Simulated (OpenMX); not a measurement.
# Al in OpenMX: the effect of dispersion

Crystal: Al.

```
Al
1.0
     2.72176    0.00000    0.00000
     0.00000    2.72176    0.00000
     0.00000    0.00000    2.72176
Al
1
Direct
  0.00000 0.00000 0.00000
```

The cell was built by a generator and needn't be a form met in nature.

Alike in all runs:

```yaml
Program: OpenMX 3.8.5
Task: single point
Functional: PBE
Potentials_or_basis: OpenMX 2013 PBE set, Al7.0-s2p2d1, grid cutoff 300 Ry
k_mesh: 7 × 7 × 7
Occupations: fermi-dirac, width 0.05 eV
Spin: no spin polarisation
```

| dispersion | pressure (GPa) |
| --- | --- |
| none | ? |
| D3 | -1.7 |
| D3(BJ) | -2.9 |
| D4 | -2.9 |

Question: What does the run with dispersion none give?

Answer: Pressure -0.7 GPa.

Caveats: the basis of atomic orbitals isn't converged, which shifts pressures, moduli and gaps; pairwise dispersion overbinds metals, which lowers pressure and volume (some runs).
